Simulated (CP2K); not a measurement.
Runs of CP2K 2026.2 on BAs. The structure is cubic, space group F-43m (No. 216). Conventional cell: a = 4.777 Å, b = 4.777 Å, c = 4.777 Å, α = 90.00°, β = 90.00°, γ = 90.00°. As (site symmetry -43m) has 4 B at 2.07 Å as nearest neighbours. Around B (site symmetry -43m) lie 4 As at 2.07 Å. 

```tsv
task	level	potentials or basis	spin	smearing	EPS_DEFAULT	k points reduced by the point group	CUTOFF of the grids	points a segment of the path (NPOINTS)	bands added on the path	gap on the mesh (eV)	pressure (GPa)
single point	LDA	GTH_POTENTIALS As GTH-PADE-q5, B GTH-PADE-q3; TZVP-MOLOPT-PBE-GTH basis	off	gaussian 0.1 eV	1.0E-10	yes	450 Ry	-	-	1.19	(a)
single point	RPBE	POTENTIAL_UZH As GTH-PBE-q5, B GTH-PBE-q3; TZVP-MOLOPT-PBE-GTH basis	off	gaussian 0.05 eV	1.0E-10	yes	450 Ry	-	-	1.28	4.3
band structure	HLE16	GTH_SOC_POTENTIALS As GTH-PBE-q5, B GTH-PBE-q3; DZVP-MOLOPT-SR-GTH basis	SOC, no magnetisation	fermi-dirac 0.05 eV	1.0E-9	-	450 Ry	6	4	-	-21.0
band structure	HLE16	GTH_POTENTIALS As GTH-PBE-q5, B GTH-PBE-q3; DZVP-MOLOPT-SR-GTH basis	off	fermi-dirac 0.05 eV	1.0E-9	yes	450 Ry	6	4	(b)	-21.0
band structure	r2SCAN	POTENTIAL_UZH As GTH-SCAN-q5, B GTH-SCAN-q3; TZVP-MOLOPT-SCAN-GTH basis	off	fermi-dirac 0.05 eV	1.0E-10	yes	675 Ry	6	4	1.42	-1.1
```

Alike in all rows: cell as given; k mesh 10 × 10 × 10.

Q: Estimate the missing entries.

A: (a) -4.1; (b) 1.83.

Caveats: the basis of atomic orbitals isn't converged, which shifts pressures, moduli and gaps; the potentials were made for another functional, which shifts forces and pressure (some runs); the potentials were made for a functional far from this one (some runs).

A k mesh can miss the band edges, and rows without SOC leave out spin-orbit coupling on As.

Runs at the PBE level aren't shown here.
